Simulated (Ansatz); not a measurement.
## Cd_Al in AlN (P6_3mc): charge-transition levels and formation energies

Wanted: the transition levels of a substitutional impurity in AlN (P6_3mc), from a cell of 72 host atoms with 1 Al taken out and 1 Cd put in.

Method: place-levels on r2SCAN runs: charge-transition levels and formation energies with image-charge correction and potential alignment at the atomic sites; PAW set soft_1, in Ansatz 0.2.0.

## Step 1: The starting structure

The cell holds 72 atoms: 35 Al, 36 N and 1 Cd. Cell: a = 9.320 Å, b = 9.320 Å, c = 9.956 Å, α = 90.0°, β = 90.0°, γ = 120.0°. It derives from AlN (space group P6_3mc). Nearest the centre at fractional (0.444, 0.556, 0.500): Cd34 at 0.00 Å, N11 at 1.89 Å, N43 at 1.89 Å, N35 at 1.89 Å, N40 at 1.90 Å, Al9 at 3.07 Å, Al13 at 3.07 Å, Al41 at 3.07 Å.

As a file:

```xyz
72
Lattice="9.3196 0.0000 0.0000 -4.6598 8.0710 0.0000 0.0000 0.0000 9.9565" Properties=species:S:1:pos:R:3 pbc="T T T"
Al    1.5533    0.8968    2.4852
Al    0.0000    1.7936    4.9743
N     1.5533    0.8968    4.3848
N     0.0000    1.7936    1.8957
Al    1.5533    0.8968    7.4634
Al    0.0000    1.7936    9.9525
N     1.5533    0.8968    9.3631
N     0.0000    1.7936    6.8739
Al    0.0000    3.5871    2.4852
Al   -1.5533    4.4839    4.9743
N     0.0000    3.5871    4.3848
N    -1.5533    4.4839    1.8957
Al    0.0000    3.5871    7.4634
Al   -1.5533    4.4839    9.9525
N     0.0000    3.5871    9.3631
N    -1.5533    4.4839    6.8739
Al   -1.5533    6.2774    2.4852
Al   -3.1065    7.1742    4.9743
N    -1.5533    6.2774    4.3848
N    -3.1065    7.1742    1.8957
Al   -1.5533    6.2774    7.4634
Al   -3.1065    7.1742    9.9525
N    -1.5533    6.2774    9.3631
N    -3.1065    7.1742    6.8739
Al    4.6598    0.8968    2.4852
Al    3.1065    1.7936    4.9743
N     4.6598    0.8968    4.3848
N     3.1065    1.7936    1.8957
Al    4.6598    0.8968    7.4634
Al    3.1065    1.7936    9.9525
N     4.6598    0.8968    9.3631
N     3.1065    1.7936    6.8739
Al    3.1065    3.5871    2.4852
Cd    1.5533    4.4839    4.9743
N     3.1065    3.5871    4.3848
N     1.5533    4.4839    1.8957
Al    3.1065    3.5871    7.4634
Al    1.5533    4.4839    9.9525
N     3.1065    3.5871    9.3631
N     1.5533    4.4839    6.8739
Al    1.5533    6.2774    2.4852
Al    0.0000    7.1742    4.9743
N     1.5533    6.2774    4.3848
N     0.0000    7.1742    1.8957
Al    1.5533    6.2774    7.4634
Al    0.0000    7.1742    9.9525
N     1.5533    6.2774    9.3631
N     0.0000    7.1742    6.8739
Al    7.7663    0.8968    2.4852
Al    6.2130    1.7936    4.9743
N     7.7663    0.8968    4.3848
N     6.2130    1.7936    1.8957
Al    7.7663    0.8968    7.4634
Al    6.2130    1.7936    9.9525
N     7.7663    0.8968    9.3631
N     6.2130    1.7936    6.8739
Al    6.2130    3.5871    2.4852
Al    4.6598    4.4839    4.9743
N     6.2130    3.5871    4.3848
N     4.6598    4.4839    1.8957
Al    6.2130    3.5871    7.4634
Al    4.6598    4.4839    9.9525
N     6.2130    3.5871    9.3631
N     4.6598    4.4839    6.8739
Al    4.6598    6.2774    2.4852
Al    3.1065    7.1742    4.9743
N     4.6598    6.2774    4.3848
N     3.1065    7.1742    1.8957
Al    4.6598    6.2774    7.4634
Al    3.1065    7.1742    9.9525
N     4.6598    6.2774    9.3631
N     3.1065    7.1742    6.8739
```

Known beforehand: the electronic dielectric constant, (4.49, 4.49, 4.72), and the static one, (8.15, 8.15, 9.65), computed on the host (DFPT, PBEsol, on the r2SCAN cell), and a cell off the functional's own equilibrium shifts the ionic part.

The cell's shortest repeat is 9.3 Å.

## Step 2: The runs of each charge state

Levels follow from differences of total energies between charge states, each relaxed by itself.

Each atom starts 0.05 Å or so off its site in a random direction: a symmetric start keeps its symmetry, and would miss off-centre moves and Jahn–Teller distortions. Forces are taken at one point at (¼, ¼, ¼). The cell holds 1 electron more than the neutral one, with a uniform background that keeps it neutral on the whole.

The sampling was tested on the host first: at the k-points planned (1x1x1 shifted 0.25 0.25 0.25) its energy lies -0.014 eV an atom from the dense-mesh value, under the bound of 0.02 eV set for this test; that bounds the host's error, not the defect's.

One of the inputs; charge, spin and start change from state to state.

Contents of qm1.relax/input.yaml:

```yaml
crystal:
  lattice:
    - [3.10652185, 3.0e-08, 0.0]
    - [-1.55326095, 2.69032682, 0.0]
    - [0.0, 0.0, 4.97823886]
  atoms:
    - { symbol: Al, position: [0.66666667, 0.33333333, 0.49920333] }
    - { symbol: Al, position: [0.33333333, 0.66666667, 0.99920333] }
    - { symbol: "N", position: [0.66666667, 0.33333333, 0.88079667] }
    - { symbol: "N", position: [0.33333333, 0.66666667, 0.38079667] }
  supercell: [3, 3, 2]
  defects: [{ substitution: { at: 33, symbol: Cd } }]
total_charge: -1
basis:
  ecutwfc: 500
  xc_grid: 2
hamiltonian:
  xc: r2scan
  pseudopotentials: { kind: paw, azcp: { folder: soft_1 } }
kpoints:
  mp_grid: { grid: [1, 1, 1], shift: [0.25, 0.25, 0.25] }
scf:
  occupations: { method: fixed }
  max_iter: 100
output:
  forces: true
  charged_corrections: { epsilon: [4.49, 4.49, 4.72], static_epsilon: [8.15, 8.15, 9.65] }
relax:
  f_tol: 0.02
  max_steps: 80
  random_displacement: { amplitude: 0.05, seed: 2452 }
checkpoint:
  write: "../qm1.relax.run"
  compress: false
  write_wavefunctions: true
  write_every: 100000
```

The run is started by

```sh
ansatz run input.yaml --threads 4 --pin off --max-ram 7536MiB --backend cpu --events-out ev --progress --plain --runs-dir out
```

Defect states can disperse in a cell of this size, so the energy is taken again at a 2×2×2 shifted mesh, on the relaxed structure.

The run of this state that the levels use, under r2SCAN:

Contents of qm1.point/input.yaml:

```yaml
crystal:
  checkpoint: "../qm1.relax.run"
  host: checkpoint
total_charge: -1
basis:
  ecutwfc: 500
  xc_grid: 2
hamiltonian:
  xc: r2scan
  pseudopotentials: { kind: paw, azcp: { folder: soft_1 } }
kpoints:
  mp_grid: { grid: [2, 2, 2], shift: [0.5, 0.5, 0.5] }
scf:
  occupations: { method: fermi_dirac, width: 0.01 }
  max_iter: 100
output:
  forces: true
  eigenvalues: true
  charged_corrections:
    epsilon: [4.49, 4.49, 4.72]
    static_epsilon: [8.15, 8.15, 9.65]
    defect_position: [0.444444, 0.555556, 0.499602]
  eigenstates: { localisation: true }
  populations: true
  band_densities: [{ bands: [v1, v1] }, { bands: [c1, c1] }]
  write_density: true
  write_potential: true
  volumetric_format: npy
checkpoint:
  read: "../qm1.relax.run"
  write: "../qm1.point.run"
  compress: false
  write_wavefunctions: false
  write_every: 100000
```

Relaxations under r2SCAN at one point at (¼, ¼, ¼); times on 4 threads of Arm Neoverse V1, shared host:

```csv
charge,moment (μB),occupations,outcome,steps,largest displacement against the far atoms (Å),time
−1,0,fixed,converged,8,0.31,2.1 min
0,1,fixed,converged,7,0.27,4.4 min
+1,0,fixed,not converged,-,-,1.7 min
+1,0,fermi-dirac,converged,9,0.26,3.1 min
+1,2,fixed,converged,6,0.26,3.8 min
```

Single points under r2SCAN at a 2×2×2 shifted mesh; times on 4 threads of Arm Neoverse V1, shared host:

| charge | moment (μB) | occupations | outcome | time |
| --- | --- | --- | --- | --- |
| −1 | 0 | fermi-dirac | converged | 96 s |
| 0 | 1 | fermi-dirac | converged | 4.3 min |
| +1 | 0 | fermi-dirac | converged | 1.8 min |
| +1 | 2 | fermi-dirac | converged | 4.4 min |

Distances (Å) from Cd34 to the nearest atoms after relaxation with r2SCAN:

| charge | moment (μB) | 1. | 2. | 3. | 4. | 5. | 6. |
| --- | --- | --- | --- | --- | --- | --- | --- |
| −1 | 0 | N 2.15 | N 2.15 | N 2.15 | N 2.17 | Al 3.09 | Al 3.09 |
| 0 | 1 | N 2.12 | N 2.12 | N 2.12 | N 2.21 | N 3.01 | Al 3.07 |
| +1 | 0 | N 2.12 | N 2.13 | N 2.14 | N 2.18 | N 3.02 | Al 3.09 |
| +1 | 2 | N 2.11 | N 2.11 | N 2.17 | N 2.19 | N 3.00 | Al 3.08 |

## Step 3: Levels against the band edges, r2SCAN

A charged cell interacts with its images and the background, and its potential has another zero than the host's. place-levels removes the first by a point-charge model, screened by the static dielectric constant since the ions have relaxed around the charge, and the second by comparing potentials at atoms far from the defect.

The host is a run of the defect-free crystal in the same cutoffs, grids and k-points, so that basis and sampling errors cancel in part in the differences. The host is run in a cell of 8 atoms on a matching mesh. Its band edges are searched through the zone by a band path, so the gap is smaller than, or equal to, that on the mesh. Chemical potentials are energies per atom of Al (fcc) and Cd (hcp), run with the same functional and cutoff.

Contents of levels.point.yaml:

```yaml
host:
  run: host.point.run
states: [qm1.point.run, q0_M1.point.run, qp1.point.run, qp1_M2.point.run]
geometry_from:
  qm1.point.run: qm1.relax.run
  q0_M1.point.run: q0_M1.relax.run
  qp1.point.run: qp1.relax_smeared.run
  qp1_M2.point.run: qp1_M2.relax.run
  host.point.run: host.relax.run
chemical_potentials:
  Al:
    energy: -540.418346
    dataset: <sha256 of the dataset>
  Cd:
    energy: -8268.253598
    dataset: "<sha256 of the dataset>"
epsilon: [4.49, 4.49, 4.72]
static_epsilon: [8.15, 8.15, 9.65]
vertical:
  - { from: qm1.point.run, to: qm1.point_neutral.run }
  - { from: qp1.point.run, to: qp1.point_neutral.run }
  - { from: qp1_M2.point.run, to: qp1_M2.point_neutral.run }
```

The run is started by

```sh
ansatz place-levels levels.point.yaml -- --threads 4 --pin off --max-ram 7536MiB
```

Numbers of over 12 decimals in the logs are rounded to 6 here.

The program printed:

```text
[... repeated set-up lines and file paths are left out, and long positions are rounded to six places ...]
(+1/0) 0.092 eV above the valence edge, 4.786 eV under the conduction edge
(0/-1) 0.676 eV above the valence edge, 4.202 eV under the conduction edge
formation energy of charge +1: +6.515 eV with the Fermi level at the valence edge
formation energy of charge 0: +6.607 eV with the Fermi level at the valence edge
formation energy of charge -1: +7.283 eV with the Fermi level at the valence edge
vertical -1 to 0: no energy, since no alignment is typed
  the change from vertical[0].from (qm1.point.run) to vertical[0].to (qm1.point_neutral.run): by its potential at epsilon [4.49, 4.49, 4.72] it stands at 0.475 0.524 0.461, with an rms radius of about 2.7 Å (1.6 1.6 1.5 Å across the planes of the cell's [...]
vertical +1 to 0: no energy, since no alignment is typed
  the change from vertical[1].from (qp1.point.run) to vertical[1].to (qp1.point_neutral.run): by its potential at epsilon [4.49, 4.49, 4.72] it stands at 0.483 0.506 0.435, with an rms radius of about 3.1 Å (1.7 1.7 1.9 Å across the planes of the cell's [...]
vertical +1 to 0: no energy, since no alignment is typed
  the change from vertical[2].from (qp1_M2.point.run) to vertical[2].to (qp1_M2.point_neutral.run): by its potential at epsilon [4.49, 4.49, 4.72] it stands at 0.469 0.530 0.457, with an rms radius of about 2.7 Å (1.6 1.7 1.3 Å across the planes of the cell's [...]
  edges by r2scan, gap 4.878 eV; the host is sampled to repeats of 18.64 Å
  the defect's cells are sampled to repeats of 18.64 Å, like sampling
  charge +1: -41153.7505 eV with its correction of +0.486 eV, at epsilon [8.15, 8.15, 9.65], aligned at sites: +0.2232 eV, mean over 33 atomic sites at or beyond 4.66 Å from the host's site at [0.4444, 0.5556, 0.4997] by the defect at [0.4444, 0.5556, [...]
  charge 0: +0.000 eV for its dipole among its images, +0.021 omitted
  states[1] (q0_M1.point.run): levels filled in part (TS 0.002 eV): its energy is of no whole electron's
  charge -1: -41139.1464 eV with its correction of -0.027 eV, at epsilon [8.15, 8.15, 9.65], aligned at sites: +0.2898 eV, mean over 33 atomic sites at or beyond 4.66 Å from the host's site at [0.4444, 0.5556, 0.4997] by the defect at [0.4444, 0.5556, [...]
  charge +1: states[2] (qp1.point.run) stands 0.258 eV higher, with a moment of 0.00 μB against 2.00
  states[2] (qp1.point.run): levels filled in part (TS 0.022 eV): its energy is of no whole electron's
  of states[3] (qp1_M2.point.run): it parts from the run at its places by a charge that spreads by about 1.7 Å along one vector (1.4 Å or more is wide), by its potential at epsilon [4.49, 4.49, 4.72], taken for that of held ions (one typed too small widens [...]
  of states[1] (q0_M1.point.run): its displacements don't fall off away from the defect: farther atoms stand 0.012 Å off the host's places. [...]
  of states[0] (qm1.point.run): it parts from the run at its places by a charge that spreads by about 1.6 Å along one vector (1.4 Å or more is wide), by its potential at epsilon [4.49, 4.49, 4.72], taken for that of held ions (one typed too small widens it), [...]
  of states[2] (qp1.point.run): it parts from the run at its places by a charge that spreads by about 1.7 Å along one vector (1.4 Å or more is wide), by its potential at epsilon [4.49, 4.49, 4.72], taken for that of held ions (one typed too small widens it), [...]
  of vertical[0].from (qm1.point.run): it parts from the run at its places by a charge that spreads by about 1.6 Å along one vector (1.4 Å or more is wide), by its potential at epsilon [4.49, 4.49, 4.72], taken for that of held ions (one typed too small [...]
  vertical[0].to (qm1.point_neutral.run): levels filled in part (TS 0.006 eV): its energy is of no whole electron's
  of vertical[0].to (qm1.point_neutral.run): stability_check_not_made
  vertical[1].from (qp1.point.run): levels filled in part (TS 0.022 eV): its energy is of no whole electron's
  of vertical[1].from (qp1.point.run): its displacements don't fall off away from the defect: farther atoms stand 0.016 Å off the host's places. [...]
  vertical[1].to (qp1.point_neutral.run): levels filled in part (TS 0.009 eV): its energy is of no whole electron's
  of vertical[1].to (qp1.point_neutral.run): its displacements don't fall off away from the defect: farther atoms stand 0.016 Å off the host's places. [...]
  of vertical[2].from (qp1_M2.point.run): its displacements don't fall off away from the defect: farther atoms stand 0.015 Å off the host's places. [...]
  vertical[2].to (qp1_M2.point_neutral.run): levels filled in part (TS 0.003 eV): its energy is of no whole electron's
  of vertical[2].to (qp1_M2.point_neutral.run): its displacements don't fall off away from the defect: farther atoms stand 0.015 Å off the host's places. [...]
```

Wall time 0.56 s (4 threads of Arm Neoverse V1, shared host).

Levels between the charges placed, in eV above the valence top:

```csv
,gap (eV),(+1/0),(0/−1)
r2SCAN,4.88,0.09,0.68
```

Corrections by state:

```csv
charge,moment (μB),image terms and alignment (eV),band filling (eV),ε used,"over the lowest of its charge, as the program ranks them, band filling apart (eV)"
+1,2.0,0.486,-,"principal values (8.15, 8.15, 9.65)",0.000
0,1.0,0.000,-,-,0.000
−1,0.0,-0.027,-,"principal values (8.15, 8.15, 9.65)",0.000
+1,0.0,0.465,-,"principal values (8.15, 8.15, 9.65)",0.258
```

The charged structures listed were also run neutral, and place-levels reads from each pair, by the potential or the spins, how wide the charge is by which they differ; that can be the carrier of either run.

```csv
charge,rms radius (Å),spread where it is widest against the cell (Å),wide from (Å),reading
+1,2.7,1.66,1.40,wide
−1,2.7,1.58,1.40,wide
```

The neutral runs of these pairs need not share the spin of the lowest neutral state, and very wide values only mean spread over the cell.

From the program's caveats on the states, each cut to its opening words:

- charge +1 (2 μB), +1: it parts from the run at its places by a charge that spreads by about 1.7 Å along one vector (1.4 Å or more is wide), by its potential at epsilon [4.49, 4.49, [...]
- charge +1 (2 μB): its alignment with the host at atomic sites is doubtful: the mean over the far sites moves by -0.0602 eV from their farther parts to their nearer, more than [...]
- charge +1 (2 μB): the host's ions (past the first shell or, of a walk that freed a part, those that it held) aren't shown at rest: they stand up to 0.081 Å off their sites, 1.91 [...]
- charge +1 (2 μB): its displacements don't fall off away from the defect: farther atoms stand 0.015 Å off the host's places
- charge +1 (2 μB), 0 (1 μB): flagged: stability check not made
- charge 0 (1 μB): its displacements don't fall off away from the defect: farther atoms stand 0.012 Å off the host's places
- charge −1: it parts from the run at its places by a charge that spreads by about 1.6 Å along one vector (1.4 Å or more is wide), by its potential at epsilon [4.49, 4.49, [...]
- charge +1: the host's ions (past the first shell or, of a walk that freed a part, those that it held) aren't shown at rest: they stand up to 0.071 Å off their sites, 1.67 [...]
- charge +1: its displacements don't fall off away from the defect: farther atoms stand 0.016 Å off the host's places

The host's formation energy from the elements is -1.627 eV per atom; it sets how far the chemical potentials can move.

Limit set by the element alone; other compounds of these elements are not counted. Chemical potentials from the elements' reference states: Al 0.00 eV, N -3.25 eV, Cd 0.00 eV. Formation energies (Al-rich), with the Fermi level at the valence top and at the conduction bottom (gap 4.88 eV):

```
charge  at valence top (eV)  at conduction bottom (eV)  correction included (eV)
    +1                 6.51                      11.39                      0.49
     0                 6.61                       6.61                      0.00
    −1                 7.28                       2.40                     -0.03
```

```tsv
Fermi level (eV)	lowest formation energy (eV)
0.00	6.51
0.44	6.61
0.89	6.40
1.33	5.95
1.77	5.51
2.22	5.07
2.66	4.62
3.11	4.18
3.55	3.73
3.99	3.29
4.43	2.85
4.88	2.40
```

Limit set by the element alone; other compounds of these elements are not counted. Chemical potentials from the elements' reference states: N 0.00 eV, Al -3.25 eV, Cd 0.00 eV. Formation energy by charge state (N-rich; gap 4.88 eV):

```
charge  at valence top (eV)  at conduction bottom (eV)  correction included (eV)
    +1                 3.26                       8.14                      0.49
     0                 3.35                       3.35                      0.00
    −1                 4.03                      -0.85                     -0.03
```

Fermi level (eV), lowest formation energy (eV) and a bar from the least value:
```
     0.00       3.26 #############################
     0.44       3.35 ##############################
     0.89       3.14 ############################
     1.33       2.70 #########################
     1.77       2.26 ######################
     2.22       1.81 ###################
     2.66       1.37 ################
     3.11       0.92 #############
     3.55       0.48 #########
     3.99       0.04 ######
     4.43      -0.41 ###
     4.88      -0.85
```

## Step 4: Results

```
gap of the host                                                          : 4.88 eV (r2SCAN)
level (plus 1/0)                                                         : 0.09 eV above the valence top
level (0/minus 1)                                                        : 0.68 eV above the valence top
lowest of the charges placed, just above the valence top (0.02 eV)       : +1
lowest of the charges placed, just below the conduction bottom (0.02 eV) : −1
lowest formation energy at mid-gap of the charges run, Al-rich           : 4.84 eV
lowest formation energy at mid-gap of the charges run, N-rich            : 1.59 eV
```

**Reading.** Of the charges placed (−1, 0 and +1), the lowest changes at 0.09 eV (+1/0) and 0.68 eV (0/−1) above the valence top, in a gap of 4.88 eV. (+1/0) lies nearer to a band edge than the share of the finite-size correction in it (0.49 eV), and that correction holds for a localised charge alone. (+1/0) lies 0.09 eV from a band edge, less than the doubt on such levels. Charges above +1 and below −1 were not placed, so these runs say nothing of levels that involve them. States placed: +1 at 2 μB and 0 μB; 0 at 1 μB; −1 at 0 μB. Other spin states or structures, where not listed, weren't placed. Cd is taken at its element; compounds, which aren't counted here, bound the chemical potentials and would shift these formation energies. The program doubts the alignment of potentials for at least one state, a sign that the cell is small. Limits: r2SCAN makes the gap too small and tends to spread out bound carriers; where a gas molecule sets a chemical potential or the host's formation energy, its binding is uncorrected; spin–orbit coupling, which can matter with heavy atoms, is left out; force components of up to 0.48 eV/Å remain in a run at the final settings.

[Logs are printed without paths, hosts, clocks, repeated set-up lines and the standing remarks that a program may print on its own settings, such as how far it seeks lower states.]

[Hosts, paths, dates, database ids (printed as entryN), source tags and the programs' standing remarks are cut or masked in the printed files.]

[Where a table of states has a column of steps, it counts the stored structures, which are thinned; the runs took as many ionic steps or more.]

[A defect's name tells the site on which it was built; relaxed atoms can leave that site.]

[For some hosts the program warned that the k-mesh of the response run may be too coarse for force constants and the static dielectric constant; such warnings are not shown here.]
